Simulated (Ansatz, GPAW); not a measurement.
# One calculation of Pt, 3 ways

```
CELL_PARAMETERS angstrom
0.00000 1.96090 1.96090
1.96090 0.00000 1.96090
1.96090 1.96090 0.00000
ATOMIC_POSITIONS crystal
Pt 0.00000 0.00000 0.00000
```

Alike in all runs: task single point; functional PBE; k mesh 12 × 12 × 12; occupations gaussian, width 0.023 eV; no spin polarisation; no spin-orbit coupling. Pressure is positive in compression and, in plane waves, holds the error of the finite cutoff, which Ansatz's Pulay term estimates and takes out.

```json
{"program and potentials": "Ansatz, Ansatz PAW", "plane-wave cutoff (eV)": "420", "notes": "18 valence electrons an atom on average; Pulay term of +0.08 GPa included", "band gap (eV)": "no gap", "pressure (GPa)": "10.21"}
{"program and potentials": "Ansatz, all-electron LAPW, scalar-relativistic", "plane-wave cutoff (eV)": "-", "notes": "-", "band gap (eV)": "no gap", "pressure (GPa)": "10.17"}
{"program and potentials": "GPAW, GPAW PAW data sets (gpaw-data 1.2.1)", "plane-wave cutoff (eV)": "600", "notes": "16 valence electrons an atom on average", "band gap (eV)": "no gap", "pressure (GPa)": "9.72"}
```

None finds a gap. The pressure spans 9.72 (GPAW, GPAW PAW data sets (gpaw-data 1.2.1)) to 10.21 GPa (Ansatz, Ansatz PAW), with all-electron results at 10.17. The cell lies far from this level's equilibrium.

Differences between rows come from potentials, basis sets and numerical settings, since the functional is the same but for its coding. Runs on potential files found faulty are left out.
